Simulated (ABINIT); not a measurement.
# TiC (Fm-3m) in ABINIT: a series of runs, part 2 of 2

ABINIT 10.8.3 (patched build). Earlier steps stand in the parts before.

## 4. Band structure, RPBE

run.abi reads:

```
# Datasets: ground state, then fixed potential
ndtset 2

# Pseudopotentials
pp_dirpath "./"
pseudos "Ti.GGA_PBE-JTH.xml, C.GGA_PBE-JTH.xml"

# Structure
acell 3*1.0
rprim
     0.0000000000     4.0926154775     4.0926154775
     4.0926154775     0.0000000000     4.0926154775
     4.0926154775     4.0926154775     0.0000000000
ntypat 2
znucl 22 6
natom 2
typat 1 2
xred
     0.0000000000     0.0000000000     0.0000000000
     0.5000000000     0.5000000000     0.5000000000

# Plane-wave basis
ecut 19.0
pawecutdg 38.0

# Exchange and correlation
ixc 15

# Bands and occupations
occopt 3
tsmear 0.05 eV

# SCF cycle
nstep 100

# Output
iomode 3
prtwf 0
prteig 0
prtebands 0
enunit 1
prtden1 1

# Dataset 1
kptopt1 1
ngkpt1 11 11 11
nshiftk1 1
shiftk1 0.0 0.0 0.0
nband1 12
tolvrs1 1.0e-9

# Dataset 2: bands along G-X-W-K-G-L-U-W-L-K
iscf2 -2
getden2 1
nband2 18
nbdbuf2 4
tolwfr2 1.0e-11
kptopt2 -9
ndivsm2 8
prteig2 1
prtvol2 -3
kptbounds2
     0.0000000000     0.0000000000     0.0000000000
     0.5000000000     0.0000000000     0.5000000000
     0.5000000000     0.2500000000     0.7500000000
     0.3750000000     0.3750000000     0.7500000000
     0.0000000000     0.0000000000     0.0000000000
     0.5000000000     0.5000000000     0.5000000000
     0.6250000000     0.2500000000     0.6250000000
     0.5000000000     0.2500000000     0.7500000000
     0.5000000000     0.5000000000     0.5000000000
     0.3750000000     0.3750000000     0.7500000000
```

Potentials or basis: JTH PAW PBE v2.0.

On the command line:

```bash
> abinit run.abi > log 2>&1
```

run.abo:

```text
.Version 10.8.3 of ABINIT
 DATASET    1 : space group Fm -3 m (#225); Bravais cF (face-center cubic)
================================================================================
 Values of the parameters that define the memory need for DATASET  1.
     intxc =       0    ionmov =       0      iscf =      17    lmnmax =      18
     lnmax =       6     mgfft =      24  mpssoang =       3    mqgrid =    3001
     natom =       2  nloc_mem =       2    nspden =       1   nspinor =       1
    nsppol =       1      nsym =      48    n1xccc =       1    ntypat =       2
    occopt =       3   xclevel =       2
       mpw =         556          nfft =       13824          nkpt =          56
 PAW method is used; the additional fine FFT grid is defined by:
   mgfftf=        36    nfftf =     46656
================================================================================
================================================================================

 DATASET    2 : space group Fm -3 m (#225); Bravais cF (face-center cubic)
================================================================================
 Values of the parameters that define the memory need for DATASET  2.
     intxc =       0    ionmov =       0      iscf =      -2    lmnmax =      18
     lnmax =       6     mgfft =      24  mpssoang =       3    mqgrid =    3001
     natom =       2  nloc_mem =       2    nspden =       1   nspinor =       1
    nsppol =       1      nsym =      48    n1xccc =       1    ntypat =       2
    occopt =       3   xclevel =       2
       mpw =         556          nfft =       13824          nkpt =         139
 PAW method is used; the additional fine FFT grid is defined by:
   mgfftf=        36    nfftf =     46656
[... 1353 lines left out ...]
  28.58247   29.20804
 kpt#   5, nband= 18, wtk=  1.00000, kpt=  0.0870  0.0000  0.0870 (reduced coord)
[... 525 lines left out ...]
  11.07882   12.12890   12.97030   14.79738   15.32053   21.16477   23.06580   24.31802
  27.95321   31.57112
 kpt# 137, nband= 18, wtk=  1.00000, kpt=  0.3929  0.3929  0.7143 (reduced coord)
 -47.49956  -23.90995  -23.82823  -23.66668   -0.45470    5.17354    5.86295    7.12422
  10.91246   12.16945   12.98150   14.66928   15.05992   21.46892   23.07179   24.10076
  28.46413   31.34128
 kpt# 138, nband= 18, wtk=  1.00000, kpt=  0.3839  0.3839  0.7321 (reduced coord)
 -47.49829  -23.90514  -23.83585  -23.67318   -0.51393    5.41095    5.80127    7.24753
  10.74318   12.21665   12.97627   14.60886   14.79830   21.68518   23.13298   23.89860
  28.88512   31.11419
 kpt# 139, nband= 18, wtk=  1.00000, kpt=  0.3750  0.3750  0.7500 (reduced coord)
 -47.49748  -23.91138  -23.82954  -23.67891   -0.57129    5.62670    5.74804    7.37130
  10.57551   12.26839   12.95155   14.53812   14.61904   21.80848   23.23933   23.72457
  29.13728   30.96110

== END DATASET(S) ==============================================================
================================================================================

 -outvars: echo values of variables after computation  --------
            acell      1.0000000000E+00  1.0000000000E+00  1.0000000000E+00 Bohr
           etotal1    -6.4393907111E+01
            fcart1    -0.0000000000E+00 -0.0000000000E+00 -0.0000000000E+00
                      -0.0000000000E+00 -0.0000000000E+00 -0.0000000000E+00
            rprim      0.0000000000E+00  4.0926154775E+00  4.0926154775E+00
                       4.0926154775E+00  0.0000000000E+00  4.0926154775E+00
                       4.0926154775E+00  4.0926154775E+00  0.0000000000E+00
           strten1    -1.7534192827E-04 -1.7534192827E-04 -1.7534192827E-04
                       0.0000000000E+00  0.0000000000E+00  0.0000000000E+00
           xangst      0.0000000000E+00  0.0000000000E+00  0.0000000000E+00
                       2.1657188422E+00  2.1657188422E+00  2.1657188422E+00
             xred      0.0000000000E+00  0.0000000000E+00  0.0000000000E+00
                       5.0000000000E-01  5.0000000000E-01  5.0000000000E-01
 Calculation completed.
```

Run time: 36 s. Hardware: 1 thread of Arm Neoverse V1, shared host; peak memory 0.12 GiB.

Results:

* Free energy: -1752.2475 eV
* Pressure: 5.2 GPa
* Band gap on the k mesh: none (metal or under the smearing width)
* Valence electrons inside the program's atomic spheres: Ti 10.35; C 2.43

Levels at the corners of the path, in eV from the Fermi level:
| point | band 6 | band 7 | band 8 | band 9 | band 10 | band 11 |
| --- | --- | --- | --- | --- | --- | --- |
| Γ | 0.65 | 0.65 | 0.65 | 1.61 | 1.61 | 1.61 |
| X | -3.50 | -1.67 | -0.11 | -0.11 | 2.65 | 3.48 |
| W | -3.21 | -3.21 | -2.78 | 2.74 | 2.74 | 3.48 |
| K | -3.54 | -3.42 | -1.80 | 1.41 | 3.10 | 3.78 |
| Γ | 0.65 | 0.65 | 0.65 | 1.61 | 1.61 | 1.61 |
| L | -5.91 | -2.97 | -2.97 | 2.88 | 2.88 | 4.06 |
| U | -3.54 | -3.42 | -1.80 | 1.41 | 3.10 | 3.78 |
| W | -3.21 | -3.21 | -2.78 | 2.74 | 2.74 | 3.48 |
| L | -5.91 | -2.97 | -2.97 | 2.88 | 2.88 | 4.06 |
| K | -3.54 | -3.42 | -1.80 | 1.41 | 3.10 | 3.78 |

Caveat: the PAW data sets were made with another functional, which shifts forces and pressure a little.

## 5. Overview

| task | level | dispersion computed by | gap on the mesh (eV) | pressure (GPa) |
| --- | --- | --- | --- | --- |
| equation of state | RPBE+D3(BJ) | simple-dftd3 1.7.0 | - | - |
| band structure | SOGGA | - | none | -7.7 |
| band structure | RPBE | - | none | 5.2 |

Alike in all rows: potentials or basis JTH PAW PBE v2.0; no spin polarisation; cell as given; k mesh 11 × 11 × 11; cutoff (eV) 517; smearing fermi-dirac 0.05 eV.

Caveats: the PAW data sets were made with another functional, which shifts forces and pressure a little; pressures at fixed basis lie under the slope of the energies (some runs).

Total energies depend on the potentials used, so only differences within one code and one set of settings carry meaning.
